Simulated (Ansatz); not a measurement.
## TaN at a changed volume: Coordination and ¹⁸¹Ta quadrupole coupling

Cell: a structure deposited in the COD, relaxed with PBE at fixed cell and then changed (volume scaled by 1.02, ions relaxed).

Space group P6/mmm (No. 191); a = 5.2193, c = 2.9273 Å, γ = 120.00°.

| site | Wyckoff | site symmetry | x | y | z |
| --- | --- | --- | --- | --- | --- |
| Ta1 | 1a | 6/mmm | 0.0000 | 0.0000 | 0.0000 |
| Ta2 | 2d | -6m2 | 0.3333 | 0.6667 | 0.5000 |
| N | 3f | mmm | 0.5000 | 0.0000 | 0.0000 |

One atom of each set is listed.

Computed with Ansatz: DFT, PBE, plane waves and PAW, scalar-relativistic, collinear spin, 420 eV cutoff, Γ-centred 10×10×16 k-points, Fermi–Dirac smearing 0.05 eV. Start moments as typed (μB): 2 on each Ta, none on the rest.

Q(¹⁸¹Ta) = 3170 mb.

(1) Rank these Ta sites by |C_Q|, smallest first.
A. Ta1: 6 N at 2.61 Å
B. Ta2: 6 N at 2.10 Å

Answers

(1) B (2839 MHz, η = 0.00), A (3543 MHz, η = 0.00).

An axis of threefold or higher order runs through Ta2 and Ta1, so V_zz lies along it and η is zero.

With no gap above 0.1 eV, as in a metal, the gradients converge slowly in k; expect changes of a tenth or more on a denser mesh. Without spin–orbit coupling the gradients at and beside Ta can be off by some per cent, at some sites by more. With these PAW files V_zz is typically within 2 to 3 % of all-electron values, but misses above 10 % occur on Ta. The start moments die out, and the run ends without spin.
